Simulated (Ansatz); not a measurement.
Computed with Ansatz on PBE0-D4/def2-TZVP structures; ΔE is electronic, products minus reactants. CCSD(T)/CBS is the MP2 limit (def2-TZVPP, def2-QZVPP) plus CCSD(T) − MP2 in def2-TZVPP, frozen cores. DFT in def2-TZVPP. B3LYP here is the variant with VWN-RPA as its local correlation; programs differ in this. Each species was taken in one conformer, which may not be the lowest.

Reaction (formal exchange of groups at the Si–C bond): `CC[Si](N)(N)F` + `C=CCCO` → `C=C[Si](N)(N)F` + `CCCCO`

Task: Is it downhill or uphill in electronic energy at CCSD(T)/CBS, and by how much? (Best estimate.)

Result: Ansatz gave: Nearly level: ΔE = 0.00 eV.

Task: What do these levels give: PBE0-D4, ωB97X-V, B2PLYP, PBE, B3LYP, CCSD/CBS(def2)? (Estimate.)

Result: Computed: PBE0-D4 0.04, ωB97X-V 0.02, B2PLYP -0.02, PBE 0.02, B3LYP -0.03, CCSD/CBS(def2) -0.02 eV.

Largest T1 diagnostic among the species: 0.011.

In def2-TZVPP, CCSD(T) changes the Hartree–Fock value by +0.10 eV (the triples alone add +0.01 eV) and MP2 by +0.12 eV. The D4 term adds +0.05 eV with B3LYP and +0.03 eV with PBE0; it sums over pairs of atoms, weighted by their polarisabilities, and B3LYP, whose exchange is more repulsive, gets the larger term.
